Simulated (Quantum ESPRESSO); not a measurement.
The system is Ti2O.

```
Ti O
1.0
     2.91940    0.00000    0.00000
    -1.45970    2.52827    0.00000
     0.00000    0.00000    4.71300
Ti O
2 1
Direct
  0.33333 0.66667 0.72126
  0.66667 0.33333 0.27874
  0.00000 0.00000 0.00000
```

- Program: Quantum ESPRESSO 7.5
- Task: Wannier functions
- Functional: LDA
- Potentials or basis: GBRV 1.5 LDA
- Cutoff: 612 eV
- Density cutoff: 4898 eV
- k mesh: 8 × 8 × 5
- Occupations: fermi-dirac, width 0.05 eV
- Spin: no spin polarisation
- Iterations: 0
- Form of the LDA correlation: PZ81
- Mixing beta: 0.5
- Most SCF iterations: 120
- SCF threshold: 6e-10 Ry
- k mesh for the Wannier functions: 6 × 6 × 4
- Projections: Ti spd, O sp

Start: atomic projections with disentanglement, frozen window up to 3.0 eV over the reference level; the lowest 9 bands are left out; no minimisation of the spread. The reference level is the Fermi level, or the middle of the gap.

Task: With atomic projections with disentanglement, how many functions result, how localised are they, and how well do they interpolate the bands?

Result: 22 functions with spreads from 0.54 to 11.69 Å², 63.5 Å² in all; they miss the direct bands by 108 meV (root mean square).

Wannier functions:
| function | nearest atom | distance (Å) | spread (Å²) | on-site energy from the reference level (eV) |
| --- | --- | --- | --- | --- |
| 1 | 1 Ti | 0.06 | 4.19 | 9.88 |
| 2 | 1 Ti | 0.45 | 6.71 | 14.05 |
| 3 | 1 Ti | 0.29 | 5.93 | 13.22 |
| 4 | 1 Ti | 0.41 | 5.63 | 13.17 |
| 5 | 1 Ti | 0.02 | 0.62 | 1.90 |
| 6 | 1 Ti | 0.03 | 0.65 | 1.96 |
| 7 | 1 Ti | 0.01 | 0.66 | 1.95 |
| 8 | 1 Ti | 0.01 | 0.59 | 2.11 |
| 9 | 1 Ti | 0.01 | 0.60 | 2.05 |
| 10 | 2 Ti | 0.01 | 4.10 | 9.87 |
| 11 | 2 Ti | 0.66 | 6.84 | 13.93 |
| 12 | 2 Ti | 0.30 | 5.09 | 13.02 |
| 13 | 2 Ti | 0.04 | 5.48 | 13.14 |
| 14 | 2 Ti | 0.02 | 0.61 | 1.91 |
| 15 | 2 Ti | 0.01 | 0.66 | 1.96 |
| 16 | 2 Ti | 0.02 | 0.65 | 2.00 |
| 17 | 2 Ti | 0.01 | 0.59 | 2.11 |
| 18 | 2 Ti | 0.01 | 0.59 | 2.12 |
| 19 | 3 O | 0.22 | 11.69 | 19.17 |
| 20 | 3 O | 0.01 | 0.54 | -5.24 |
| 21 | 3 O | 0.01 | 0.54 | -5.27 |
| 22 | 3 O | 0.01 | 0.54 | -5.27 |

Parts of the spread (Å²): invariant 15.51, diagonal 8.457, off-diagonal 39.52, total 63.49. Against the direct bands the interpolation misses by 108 meV (root mean square) and 547 meV at most, for states up to 1 eV over the reference level.

Caveat: semilocal functionals often make such compounds metallic where correlation or magnetic order opens a gap, which also shifts bond lengths; forces of over 1 eV/Å show positions far from the minimum, so gaps and moduli don't describe the material at rest.
